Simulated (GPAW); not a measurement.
The system is AlCu3.

```
Cu Al
1.0
     3.63738    0.00000    0.00000
     0.00000    3.63738    0.00000
     0.00000    0.00000    3.63738
Cu Al
3 1
Direct
  0.00000 0.50000 0.50000
  0.50000 0.00000 0.50000
  0.50000 0.50000 0.00000
  0.00000 0.00000 0.00000
```

The cell comes from a database or a generator and needn't be the stable form of this composition.

* Program: GPAW 26.7.0
* Task: relaxation of cell and atoms
* Functional: PBEsol
* Dispersion: D3(BJ)
* Potentials or basis: PAW data sets generated in the run's folder for this functional
* Cutoff: 600 eV
* Basis: pw
* k mesh: 7 × 7 × 7
* Occupations: fermi-dirac, width 0.05 eV
* Spin: no spin polarisation

At the start: pressure -5.9 GPa; volume 12.03 Å³/atom.

How do energy, volume and symmetry change on relaxing?

Over 3 steps the energy falls by 8.1 meV/atom and the volume is 11.56 Å³/atom (-3.9 %); space group Pm-3m (No. 221, to 0.05 Å).

The path:
```tsv
step	energy change (eV)	largest force (eV/Å)	pressure (GPa)	volume (Å³)
1	0.0000	0.0000	-5.87	48.12
2	-0.0075	0.0000	-5.19	47.90
3	-0.0322	0.0000	0.27	46.25
```

Final structure:
```xyz
4
Lattice="3.5896 0.0000 0.0000 0.0000 3.5896 0.0000 0.0000 0.0000 3.5896" Properties=species:S:1:pos:R:3 pbc="T T T"
Cu    0.0000    1.7948    1.7948
Cu    1.7948    0.0000    1.7948
Cu    1.7948    1.7948    0.0000
Al    0.0000    0.0000    0.0000
```

Caveat: with this Cu data set, volumes or pressures lay over 1.5 % or 2 GPa off other programs in two to four cells of ten; later steps reuse the first step's grids; pairwise dispersion overbinds metals, which lowers pressure and volume.
